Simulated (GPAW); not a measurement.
# Collinear magnetic orders of Ni3 Cu7 Ni3 001 with GPAW, part 2 of 2

Aim: find out whether Ni3 Cu7 Ni3 001 carries moments, and which collinear order costs least.

GPAW 26.7.0; PBE; plane waves with GPAW's PAW setups, scalar-relativistic.

So far. Step 2 (Run 1 (ferro ++++++)): After 49 cycles the largest moment stands at 0.784 μB.

## Step 3: Run 2 (antiferro +++---)

An opposed order shows whether the pairs that it reverses prefer unlike signs.

Contents of order2.py:

```python
import json
import numpy as np
from ase import Atoms
from ase.parallel import paropen, parprint
from gpaw import GPAW

atoms = Atoms(['Ni', 'Ni', 'Ni', 'Cu', 'Cu', 'Cu', 'Cu', 'Cu', 'Cu', 'Cu', 'Ni', 'Ni', 'Ni'],
    cell=[[2.556191, 0.0, 0.0],
         [0.0, 2.556191, 0.0],
         [0.0, 0.0, 32.982192]],
    scaled_positions=[[0.0, 0.0, 0.181916],
         [0.5, 0.5, 0.232494],
         [0.0, 0.0, 0.283072],
         [0.5, 0.5, 0.335738],
         [0.0, 0.0, 0.390492],
         [0.5, 0.5, 0.445246],
         [0.0, 0.0, 0.5],
         [0.5, 0.5, 0.554754],
         [0.0, 0.0, 0.609508],
         [0.5, 0.5, 0.664262],
         [0.0, 0.0, 0.716928],
         [0.5, 0.5, 0.767506],
         [0.0, 0.0, 0.818084]],
    pbc=True,
    magmoms=[0.8, 0.8, 0.8, 0.0, 0.0, 0.0, 0.0, 0.0, 0.0, 0.0, -0.8, -0.8, -0.8])
atoms.calc = GPAW(mode={'name': 'pw', 'ecut': 450},
    xc='PBE',
    kpts={'size': (20, 20, 1), 'gamma': True},
    occupations={'name': 'fermi-dirac', 'width': 0.05},
    convergence={'density': 1e-05, 'energy': 1e-05},
    maxiter=200,
    mixer={'name': 'pulay', 'beta': 0.03, 'nmaxold': 8, 'weight': 100},
    symmetry={'tolerance': 1e-4},
    txt='order2.txt')
e = atoms.get_potential_energy(force_consistent=True)
res = {'free_energy': e, 'energy_sigma0': atoms.get_potential_energy(), 'fermi_energy': atoms.calc.get_fermi_level()}
res['moments'] = atoms.get_magnetic_moments().tolist()
res['total'] = atoms.get_magnetic_moment()
parprint('site moments (muB):', np.round(res['moments'], 3))
parprint(f"total moment: {res['total']:.3f} muB")
parprint(f'free energy: {e:.6f} eV')
atoms.calc.write('order2.gpw')
with paropen('results.json', 'w') as f:
    json.dump(res, f)
```

Started as:

```bash
> OMP_NUM_THREADS=1 mpirun -n 8 gpaw python order2.py > order2.log
```

Numbers of over 12 decimals in the logs are rounded to 6 here.

Output:

```text
site moments (muB): [ 0.786  0.672  0.493 -0.004 -0.005 -0.    -0.     0.     0.005  0.004
 -0.493 -0.672 -0.786]
total moment: 0.000 muB
free energy: -67.118027 eV

--- order2.txt ---
Input parameters:
  mode=PW(ecut=450),
  convergence={'density': 1e-05, 'energy': 1e-05},
  kpts=MonkhorstPack(size=(20, 20, 1), gamma=True),
  maxiter=200,
  mixer=Pulay(name='pulay', nmaxold=8, beta=0.03, weight=100, sigma=0.015, g_ss=None),
  occupations=Occupations(name='fermi-dirac', width=0.05),
  symmetry=Symmetry(tolerance=0.0001),
  xc=XC(name='PBE')

Diagonalizing LCAO Hamiltonian
Converting LCAO to pw mode
   .-----.
  /|     |
 * |     |
 | |     |
 | |     |
 | |     |
 | |     |
 | |     |
 | |     |
 Ni|     |
 | |     |
 | | Ni  |
 | |     |
 | |     |
 Ni|     |
 | | Cu  |
 | |     |
 | |     |
 Cu|     |
 | | Cu  |
 | |     |
[...]
Cu|     |
 | | Cu  |
[...]
Cu|     |
 | | Cu  |
[...]
| |     |
 Ni|     |
 | | Ni  |
 | |     |
 | |     |
 | |     |
 Ni|     |
 | |     |
 | |     |
 | |     |
 | |     |
 | .-----.
 |/     /
 *-----*

Atoms  # Å, Bohr magnetons
|    | symbol |        x |        y |         z |    initial magnetic moments |
|----|--------|----------|----------|-----------|-----------------------------|
|  0 |     Ni | 0.000000 | 0.000000 |  5.999988 | ( 0.0000,  0.0000,  0.8000) |
|  1 |     Ni | 1.278096 | 1.278096 |  7.668162 | ( 0.0000,  0.0000,  0.8000) |
|  2 |     Ni | 0.000000 | 0.000000 |  9.336335 | ( 0.0000,  0.0000,  0.8000) |
|  3 |     Cu | 1.278096 | 1.278096 | 11.073375 | ( 0.0000,  0.0000,  0.0000) |
|  4 |     Cu | 0.000000 | 0.000000 | 12.879282 | ( 0.0000,  0.0000,  0.0000) |
|  5 |     Cu | 1.278096 | 1.278096 | 14.685189 | ( 0.0000,  0.0000,  0.0000) |
|  6 |     Cu | 0.000000 | 0.000000 | 16.491096 | ( 0.0000,  0.0000,  0.0000) |
|  7 |     Cu | 1.278096 | 1.278096 | 18.297003 | ( 0.0000,  0.0000,  0.0000) |
|  8 |     Cu | 0.000000 | 0.000000 | 20.102910 | ( 0.0000,  0.0000,  0.0000) |
|  9 |     Cu | 1.278096 | 1.278096 | 21.908817 | ( 0.0000,  0.0000,  0.0000) |
| 10 |     Ni | 0.000000 | 0.000000 | 23.645857 | ( 0.0000,  0.0000, -0.8000) |
| 11 |     Ni | 1.278096 | 1.278096 | 25.314030 | ( 0.0000,  0.0000, -0.8000) |
| 12 |     Ni | 0.000000 | 0.000000 | 26.982204 | ( 0.0000,  0.0000, -0.8000) |

Unit cell  # Å
| periodic |        x |        y |         z |   lengths |    angles |
|----------|----------|----------|-----------|-----------|-----------|
|      yes | 2.556191 | 0.000000 |  0.000000 |  2.556191 | 90.000000 |
|      yes | 0.000000 | 2.556191 |  0.000000 |  2.556191 | 90.000000 |
|      yes | 0.000000 | 0.000000 | 32.982192 | 32.982192 | 90.000000 |

Number of symmetries: 8

BZ-sampling:
  Number of BZ points: 400
  Number of IBZ points: 66

  Monkhorst-Pack size: [20, 20, 1]
  Monkhorst-Pack shift: [0.025, 0.025, 0.0]

Plane wave coefficients: 4738
Cutoff: 450.000000 eV

Spin-components: 2 (collinear spins)
Bands:           108
Projectors:      78
Spin-degeneracy: 1
Datatype:        complex128

Parallelization:
  kpt:    8
  domain: 1
  band:   1

Density:
  Valence electrons: 173.0
  Components: 2
  Grid points: [ 14  14 162]
  Charge: 0.0  # |e|

Potential:
  Grid points: [ 14  14 162]

[... setups left out ...]
Reference energy: -563358.153572  # eV

eigensolver:
  PPCG
  Converge bands: occupied
  niter=2

density mixing:
  Pulay-Mixer
  Linear mixing parameters: 0.03
  Old densities: 8
  Fourier metric: weight=100, sigma=0.015

occupation numbers:
  Fermi-Dirac:
    width: 0.0500  # eV

poisson solver:
  ecut: 3600.000000  # eV

xc functional:
  name: PBE with 2 nearest neighbor stencil

convergence criteria:
- Maximum integral of absolute [dens]ity change: 1e-05 electrons / valence electron
- Maximum [total energy] change in last 3 cyles: 1e-05 eV / valence electron
- Maximum integral of absolute [eigenst]ate change: 4e-08 eV^2 / valence electron
maximum number of iterations: 200

SCF iterations
|iter     |      energy | eigst |  dens |  magmom |
|---------|-------------|-------|-------|---------|
|iter:   1|       0s | -101.060292 | +0.57 |       |  -0.0000|
|iter:   2|      15s | -240.316875 | +1.09 | -0.74 |  -0.0000|
|iter:   3|      31s |  -78.101847 | +0.07 | -0.59 |  +0.0000|
|iter:   4|      46s |  -71.555775 | -0.86 | -1.01 |  -0.0000|
|iter:   5|      62s |  -70.001749 | -1.34 | -1.14 |  -0.0000|
|iter:   6|      77s |  -68.098334 | -1.63 | -1.14 |  +0.0000|
|iter:   7|      92s |  -67.575259 | -2.03 | -1.35 |  -0.0000|
|iter:   8|     108s |  -67.029026 | -1.46 | -1.45 |  +0.0008|
|iter:   9|     123s |  -67.018480 | -2.40 | -1.71 |  -0.0006|
|iter:  10|     139s |  -66.981287 | -2.91 | -1.73 |  +0.0000|
[... 45 iterations left out ...]
|iter:  56|     800s |  -67.073551c| -7.87c| -4.60 |  +0.0000|
|iter:  57|     808s |  -67.073550c| -7.66c| -4.63 |  +0.0000|
|iter:  58|     815s |  -67.073550c| -8.01c| -4.69 |  +0.0000|
|iter:  59|     822s |  -67.073549c| -8.15c| -4.71 |  +0.0000|
|iter:  60|     830s |  -67.073548c| -8.22c| -4.73 |  +0.0000|
|iter:  61|     837s |  -67.073547c| -8.25c| -4.76 |  +0.0000|
|iter:  62|     844s |  -67.073546c| -8.31c| -4.80 |  +0.0000|
|iter:  63|     852s |  -67.073544c| -8.20c| -4.86 |  +0.0000|
|iter:  64|     859s |  -67.073542c| -8.24c| -4.96 |  +0.0000|
|iter:  65|     866s |  -67.073542c| -8.38c| -5.06c|  +0.0000|

Converged in 65 steps
Energy contributions relative to reference atoms: (reference = -563358.153572)

Energy contributions:
  Kinetic:         -53.012473
  Coulomb:          44.201060
  Zero:              1.647226
  External:          0.000000
  Xc:              -59.864869
  Entropy:          -0.088971
  Spinorbit:         0.000000
  ----------------------------
  Free energy:     -67.118027
  Extrapolated:    -67.073542

dipole moment: (-37.505983, -37.505983, 0.000009)  # |e|*Ang

Total magnetic moment: (0.000000, 0.000000, 0.000001)

Local magnetic moments
|        x |        y |         z |
|----------|----------|-----------|
| 0.000000 | 0.000000 |  0.786315 |  # Ni   0
| 0.000000 | 0.000000 |  0.672124 |  # Ni   1
| 0.000000 | 0.000000 |  0.493451 |  # Ni   2
| 0.000000 | 0.000000 | -0.003785 |  # Cu   3
| 0.000000 | 0.000000 | -0.004667 |  # Cu   4
| 0.000000 | 0.000000 | -0.000235 |  # Cu   5
| 0.000000 | 0.000000 | -0.000000 |  # Cu   6
| 0.000000 | 0.000000 |  0.000235 |  # Cu   7
| 0.000000 | 0.000000 |  0.004667 |  # Cu   8
| 0.000000 | 0.000000 |  0.003785 |  # Cu   9
| 0.000000 | 0.000000 | -0.493449 |  # Ni  10
| 0.000000 | 0.000000 | -0.672124 |  # Ni  11
| 0.000000 | 0.000000 | -0.786316 |  # Ni  12

Fermi level: 4.170
Eigenvalues  # (at kpt = [-0.000, -0.000, 0.000])
| band index |      eig [eV] | occ [0-1] |      eig [eV] | occ [0-1] |
|------------|---------------|-----------|---------------|-----------|
|          0 |       -59.957 |     1.000 |       -59.957 |     1.000 |
|        ... |               |           |               |           |
|         83 |         3.597 |     1.000 |         3.597 |     1.000 |
|         84 |         3.599 |     1.000 |         3.599 |     1.000 |
|         85 |         3.599 |     1.000 |         3.599 |     1.000 |
|         86 |         3.633 |     1.000 |         3.633 |     1.000 |
|         87 |         3.661 |     1.000 |         3.661 |     1.000 |
|         88 |         3.661 |     1.000 |         3.661 |     1.000 |
|         89 |         3.998 |     0.969 |         3.998 |     0.969 |
|         90 |         4.124 |     0.717 |         4.124 |     0.717 |
|         91 |         4.347 |     0.028 |         4.347 |     0.028 |
|         92 |         4.439 |     0.005 |         4.439 |     0.005 |
|         93 |         4.439 |     0.005 |         4.439 |     0.005 |
|         94 |         4.920 |     0.000 |         4.920 |     0.000 |
|         95 |         6.120 |     0.000 |         6.120 |     0.000 |
|         96 |         6.346 |     0.000 |         6.346 |     0.000 |
|         97 |         8.821 |     0.000 |         8.821 |     0.000 |
|         98 |         9.623 |     0.000 |         9.623 |     0.000 |
|        ... |               |           |               |           |
|        107 |        17.845 |     0.000 |        17.845 |     0.000 |

No gap
No difference between direct/indirect transitions
```

It took 15 min on 8 MPI ranks of Arm Neoverse V2, shared host; peak memory 3.2 GiB; 2 h of CPU time.

Spin moment in the augmentation sphere by atom:

```tsv
atom	spin moment in the augmentation sphere (μB)
Ni1	0.786
Ni2	0.672
Ni3	0.493
Cu4	-0.004
Cu5	-0.005
Cu6	0.000
Cu7	0.000
Cu8	0.000
Cu9	0.005
Cu10	0.004
Ni11	-0.493
Ni12	-0.672
Ni13	-0.786
```

This step gave:

| Quantity | Value |
| --- | --- |
| magnetization | 0 μB |
| final state | antiferromagnetic |

It lies level with the first start, and its largest moment is 0.786 μB against 0.784 μB.

## Step 4: Energies of the orders

These are free energies at a smearing of 0.05 eV, so its entropy term is in the differences. They are divided by the number of seeded atoms, so that cells of unlike size compare.

Orders:

```tsv
start	final state	typed order kept	energy over the lowest (meV a seeded atom)	largest site moment (μB)	net moment (μB a primitive cell)	mesh matched	CPU time (s)
ferro ++++++	ferromagnetic	yes	0	0.7842	3.628	yes	5784
antiferro +++---	antiferromagnetic	yes	0.09429	0.7863	0	yes	7148
```

## Step 5: Results

```
lowest state found  : ferromagnetic (typed ferro ++++++)
largest site moment : 0.784 μB
next state          : antiferromagnetic, 0.0943 meV a seeded atom higher
```

What this shows: The lowest state found is ferromagnetic, reached from the start ferro ++++++, with moments up to 0.784 μB. The two lowest states lie so close that the mesh, the functional or spin–orbit coupling could swap them. This is the lowest of 2 finished starts, no proof of the ground state.

[Logs and program files are shortened in this print: banners, set-up blocks, solver, clock and traceback lines can be left out without a mark of their own.]

[Logs are printed without paths, hosts, clocks, repeated set-up lines and the standing remarks that a program may print on its own settings, such as how far it seeks lower states.]

[Hosts, paths, dates, database ids (printed as entryN), source tags and the programs' standing remarks are cut or masked in the printed files.]

[Where a cell is said to come from a database of computed structures, the database is the Materials Project.]
